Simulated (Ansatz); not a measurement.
# Cu (Cmcm) in Ansatz: further runs

Aim: see how the results for Cu move with the level of theory and the settings. Levels: RPBE+D4, revPBE+D3(BJ), revPBE+D4. Tasks: relaxation of cell and atoms.

All numbers are computed with Ansatz 0.2.0; they aren't measurements. Logs are shortened: lines on timing, memory, paths and dates and some standing lists are left out, and cuts for length are marked.

## (1) The structure

Symmetry: Cmcm, No. 63, orthorhombic system. Conventional cell: a = 2.437 Å, b = 7.953 Å, c = 2.475 Å, α = 90.00°, β = 90.00°, γ = 90.00°. Cu (site symmetry m2m) has 10 Cu at 2.44 to 2.54 Å as nearest neighbours.

This isn't the form of Cu at room conditions, which is fcc.

## (2) Relaxation of cell and atoms, RPBE+D4

Input file input.yaml:

```yaml
crystal:
  lattice:
    - [1.21846369, -3.9763780104, 0.0]
    - [1.21846369, 3.9763780104, 0.0]
    - [0.0, 0.0, 2.4754955235]
  atoms:
    - { symbol: Cu, position: [0.86613335, 0.13386665, 0.75] }
    - { symbol: Cu, position: [0.13386665, 0.86613335, 0.25] }
hamiltonian:
  xc: rpbe
  pseudopotentials: { kind: paw }
  dispersion: d4
kpoints:
  mp_grid: { grid: [11, 11, 11] }
scf:
  occupations: { method: fermi_dirac, width: 0.05 }
output:
  forces: true
  stress: true
  eigenvalues: true
relax:
  f_tol: 0.01
  max_steps: 40
  cell: { stress_tol: 0.05 }
```

Potentials or basis: Ansatz PAW.

Command:

```bash
$ ansatz run input.yaml --threads 2 --pin off --max-ram 5632MiB --backend cpu --events-out ev --progress --plain --runs-dir out
```

What it wrote:

```text
Warning: RAYON_NUM_THREADS=2 ignored (pool sized by the plan → 2); use --threads N
Engine: ansatz 0.2.0, x86_64-unknown-linux-gnu
Pseudopotentials: kind: paw
Pseudopotential: Cu, paw, valence charge 19, recommended cutoff 420 eV (normal), Cu.paw.azcp
Functional definition: RPBE
  parameter kappa = 0.804
  parameter beta = 0.06672455060314922
  exchange = rpbe_x(kappa = kappa, mu = beta*pi^2/3)
  correlation = pbe_c(beta = beta)
Crystal: 2 atoms, lattice volume = 23.988 Å³
Basis set: ecut = 420 eV, 445 PW (Γ), exchange–correlation on 60×60×36 points (8 copies of the dense FFT grid, shifted against one another)
Bands: 23, of which v1, the nominal top of the filled ones, is band 19 counted from 1 (18 counted from 0)
Symmetry: 8 space group operations
Space group: Cmcm (ITA 63), of the structure as read, at distance tolerance 2.9e-5 Å
k-points: 216 of 1331
Non-local potential: Cu, projectors of the file, l = 0: 3, l = 1: 2, l = 2: 3, l = 3: 1
PAW form: soft (Blöchl's): semilocal exchange-correlation on the pseudo side does not see the compensation charge
PAW frozen core: Cu, regenerated for the run's functional, and the local potential with it (the file was generated under x = pbe(κ = 0.804, μ = 0.2195149727645171), c = pbe(β = 0.06672455060314922))
PAW one-centre angular grid: Cu, 590 points (default); XC on 64 Gauss nodes
Initial density: superposition of atomic densities (neutral atoms: chi_scale 0, normalization atom), corrected by the library's trained network
Initial wavefunctions: pseudopotential atomic-orbital guess
Functional: x = rpbe, c = pbe(β = 0.06672455060314922)
SCF iter   1: F=—  HF=-13262.622845 eV  |F-HF|=—  |Δ(HF+E_count)|=         —  Δρ=9.25e-3  dr2=1.04e-2  ethr=1.77e-3  ⟨swp⟩=5.7  Hψ=18788  notcnv=0
preconditioner: auto → none  [metal: Δε(μ)=0.052 eV  Ē_g=10.567 eV  σ=0.050 eV  W_gap=0.25  n_scr=8 (ndim 8)  ℏωp=35.6 eV  f_vac=0.000  D(μ)=0.49/eV (n_scr^D=2)  sad-step TF]
SCF iter   2: F=—  HF=-13262.620968 eV  |F-HF|=—  |Δ(HF+E_count)|=   1.88e-3  Δρ=2.33e-3  dr2=8.19e-4  ethr=2.74e-5  ⟨swp⟩=2.6  Hψ=9543  notcnv=0  defer=16
SCF iter   3: F=—  HF=-13262.620883 eV  |F-HF|=—  |Δ(HF+E_count)|=   8.53e-5  Δρ=7.52e-4  dr2=8.00e-5  ethr=2.15e-6  ⟨swp⟩=2.2  Hψ=6650  notcnv=0  defer=16
SCF iter   4: F=—  HF=-13262.620879 eV  |F-HF|=—  |Δ(HF+E_count)|=   3.70e-6  Δρ=2.16e-4  dr2=2.31e-5  ethr=2.11e-7  ⟨swp⟩=2.0  Hψ=7192  notcnv=0  defer=16
SCF iter   5: F=—  HF=-13262.620874 eV  |F-HF|=—  |Δ(HF+E_count)|=   5.69e-6  Δρ=4.25e-5  dr2=1.33e-7  ethr=6.08e-8  ⟨swp⟩=2.0  Hψ=6943  notcnv=0  defer=16
SCF iter   6: F=-13262.620874 eV  HF=-13262.620874 eV  |F-HF|=4.91e-10  |Δ(HF+E_count)|=   3.18e-7  Δρ=2.35e-6  dr2=5.18e-10  ethr=2.63e-10  ⟨swp⟩=5.2  Hψ=21579  notcnv=0
SCF 1 converged in 6 iterations: F = -13262.620874 eV  dr2 = 5.18e-10
relax step   1: F+E_penalty+E_count = -13262.62087393 eV  Δ(F+E_penalty+E_count) = +0.000e0 eV  max|allowed force component| = 1.044e-1 eV/Å  Δτ_max = 0.0000 Å  P = -2.486 GPa  Ω = 23.988 Å³  (6 SCF iters, dr2 threshold 1.00e-7 eV, accepted)
Crystal: 2 atoms, lattice volume = 23.785 Å³
Initial density: handed on by an earlier stage of this run
Initial wavefunctions: those handed on with the density
iter 1 solved again at ethr=3.42e-6 eV; its pass at ethr=3.10e-3 eV (dr2=1.30e-3 eV) is discarded
SCF iter   1: F=—  HF=-13262.624484 eV  |F-HF|=—  |Δ(HF+E_count)|=         —  Δρ=2.91e-3  dr2=1.28e-3  ethr=3.42e-6  ⟨swp⟩=2.1  Hψ=23542  notcnv=0
preconditioner: auto → none  [metal: Δε(μ)=0.070 eV  Ē_g=10.581 eV  σ=0.050 eV  W_gap=0.33  n_scr=8 (ndim 8)  ℏωp=35.7 eV  f_vac=0.000  D(μ)=0.47/eV (n_scr^D=2)]
[... 48 lines left out ...]
SCF converged after 6 iterations
Free energy (F): -13262.625262 eV
Harris-Foulkes:  -13262.625262 eV  (|F-HF|=0.00e0)
Internal energy: -13262.621317 eV  (E = F + TS)
E sigma→0 (E₀):  -13262.623290 eV
Entropy (-TS):   -0.003945 eV (-1.973 meV/atom)
Fermi energy:    16.987991 eV
--- Per-component energies (eV) ---
  E_band       = -714.516728
  E_kinetic    = 600.790177
  E_local      = -8193.629907  (includes V_loc(G=0)·N_el)
  E_nonlocal   = 779.297502
  E_hartree    = 3616.739872
  E_xc         = -179.620980
  E_vxc        = -231.514767  (∫ρ·V_xc dr)
  E_paw        = -3336.524838  (= ΣΔE_a)
  E_vpaw       = -902.940102  (= ΣTr[D̂ρ^β])
  E_aug_tail   = 0.000643  (compensation charges beyond the density's cutoff)
  E_ewald      = -6547.331318
  E_disp       = -2.257947  (pairwise vdW)
  E_core_change = -0.084522  (= ΣΔE_core)
  E_smearing   = -0.003945  (= −TS)
  E_closure    = -0.000000  (closes the sum)
  Σ components = -13262.625262   (vs F -13262.625262, Δ=0.00e0)
--- Forces (eV/Å), atoms counted from 1 ---
  atom   1  Cu     0.00000000    -0.00098742    -0.00000000
  atom   2  Cu    -0.00000000     0.00098742     0.00000000
  max |Σ_I F_I| component: 0.00e0 eV/Å
--- Stress (GPa, compression-positive) ---
        0.022750      -0.000000      -0.000000
       -0.000000       0.038913       0.000000
       -0.000000       0.000000       0.024766
  P = ⅓ Tr σ = 0.0288 GPa (0.288 kbar)
--- Band table (eV; the first three rows and the last of 216) ---
  k-point 0: bands = ["-95.8013", "-95.7817", "-53.1674", "-53.0706", "-53.0342", "-53.0302", "-53.0183", "-53.0055", "7.5490", "11.9151", "12.7148", "13.1839", "13.8930", "14.2180", "14.6557", "14.9396", "15.1549", "15.2854", "15.5621", "16.8530", "21.9536", "31.6769", "35.6922"]
  k-point 1: bands = ["-95.8003", "-95.7815", "-53.1641", "-53.0764", "-53.0377", "-53.0363", "-53.0175", "-53.0052", "7.7645", "12.0405", "12.7402", "13.2087", "13.8439", "14.2632", "14.6340", "14.8590", "15.0696", "15.1916", "15.2673", "17.5835", "22.0231", "29.5154", "35.9561"]
  k-point 2: bands = ["-95.7976", "-95.7811", "-53.1547", "-53.0918", "-53.0580", "-53.0426", "-53.0154", "-53.0046", "8.3967", "12.3684", "12.8058", "13.2424", "13.7219", "14.2513", "14.5624", "14.6273", "14.6916", "15.2359", "15.2422", "18.9165", "22.2502", "26.1748", "35.1819"]
  k-point 215: bands = ["-95.7845", "-95.7841", "-53.1647", "-53.1631", "-53.0630", "-53.0607", "-53.0076", "-53.0036", "11.7705", "11.8726", "13.2242", "13.3660", "14.5088", "14.5293", "14.9198", "15.0637", "15.0660", "15.4377", "15.5116", "16.2329", "20.8367", "21.2857", "34.2259"]
--- Relaxed structure (4 steps of the walk, 4 accepted, 1 SCFs on fresh bases) ---
  F+E_penalty+E_count = -13262.62526242 eV   max|allowed force component| = 9.874e-4 eV/Å   (the final SCF, on the basis selected at the relaxed cell)
  cell:  # Å, volume = 23.5622 Å³
    - [1.209252746743673, -3.943630055809957, 2.2693758195004803e-18]
    - [1.209252746743673, 3.943630055809957, -2.269375819500481e-18]
    - [-9.918737937056355e-34, -1.4128007115066664e-18, 2.470432019071728]
  atoms:
    - { symbol: Cu, position: [0.8669747108958905, 0.13302528910410955, 0.7499999999999999] }
    - { symbol: Cu, position: [0.13302528910410955, 0.8669747108958905, 0.24999999999999997] }
```

It took 50 s on 2 threads of Intel Xeon at 2.50GHz (Skylake/Cascade Lake), shared host; peak memory 0.43 GiB.

Results:

```
Free energy                            : -13262.6253 eV
Relaxed volume                         : 11.78 Å³/atom
Relaxed cell                           : a = 4.125 Å, b = 4.125 Å, c = 2.470 Å, α = 90.00°, β = 90.00°, γ = 145.91°
Space group after relaxing (to 0.05 Å) : Cmcm (No. 63)
Energy gained by relaxing              : 2.2 meV/atom
Ionic steps                            : 5
Pressure after relaxing                : 0.0 GPa
Band gap on the k mesh                 : none (metal or under the smearing width)
```

The path:
```
step  energy change (eV)  largest force (eV/Å)  volume (Å³)
   1              0.0000                0.1044        23.99
   2             -0.0033                0.0636        23.78
   3             -0.0049                0.0043        23.55
   4             -0.0049                0.0008        23.56
   5             -0.0044                0.0010        23.56
```

Final structure:
```
CELL_PARAMETERS angstrom
1.20925 -3.94363 0.00000
1.20925 3.94363 0.00000
0.00000 0.00000 2.47043
ATOMIC_POSITIONS crystal
Cu 0.86697 0.13303 0.75000
Cu 0.13303 0.86697 0.25000
```

Caveat: the plane-wave basis is chosen anew once the cell has moved, so the energies of steps on either side of that aren't comparable; pairwise dispersion overbinds metals, which lowers pressure and volume; the PAW data sets come from PBE, with cores solved anew for the run's functional, which leaves a small shift of forces and pressure.

## (3) Relaxation of cell and atoms, revPBE+D3(BJ)

Changes to input.yaml since step 2:

```diff
@@ -9,5 +9,5 @@
 hamiltonian:
-  xc: rpbe
+  xc: revpbe
   pseudopotentials: { kind: paw }
-  dispersion: d4
+  dispersion: d3bj
 kpoints:
```

Potentials or basis: Ansatz PAW.

Command:

```bash
$ ansatz run input.yaml --threads 2 --pin off --max-ram 5632MiB --backend cpu --events-out ev --progress --plain --runs-dir out
```

Wall time 63 s (2 threads of Intel Xeon at 2.50GHz (Skylake/Cascade Lake), shared host); peak memory 0.44 GiB.

The run converged. Its results:

```yaml
Free_energy: -13259.6590 eV
Relaxed_volume: 11.57 Å³/atom
Relaxed_cell: a = 4.100 Å, b = 4.100 Å, c = 2.454 Å, α = 90.00°, β = 90.00°, γ = 145.90°
Space_group_after_relaxing_to_0.05_Å: Cmcm (No. 63)
Energy_gained_by_relaxing: 7.6 meV/atom
Ionic_steps: 7
Pressure_after_relaxing: 0.0 GPa
Band_gap_on_the_k_mesh: none (metal or under the smearing width)
```

The path:
```tsv
step	energy change (eV)	largest force (eV/Å)	volume (Å³)
1	0.0000	0.0674	23.99
2	-0.0114	0.0447	23.57
3	-0.0161	0.0055	23.09
4	-0.0161	0.0003	23.12
5	-0.0151	0.0001	23.12
6	-0.0151	0.0004	23.13
7	-0.0151	0.0004	23.13
```

Final structure:
```xyz
2
Lattice="1.2023 -3.9201 0.0000 1.2023 3.9201 0.0000 0.0000 0.0000 2.4539" Properties=species:S:1:pos:R:3 pbc="T T T"
Cu    1.2023   -2.8764    1.8404
Cu    1.2023    2.8764    0.6135
```

Levels at points of the mesh, in eV from the Fermi level:
```csv
k point,band 17,band 18,band 19,band 20,band 21,band 22
"(0.00, 0.00, 0.00)",-1.86,-1.72,-1.44,-0.17,5.06,14.87
```

Caveat: the plane-wave basis is chosen anew once the cell has moved, so the energies of steps on either side of that aren't comparable; pairwise dispersion overbinds metals, which lowers pressure and volume; the PAW data sets come from PBE, with cores solved anew for the run's functional, which leaves a small shift of forces and pressure.

(Continued in part 2 of 2.)
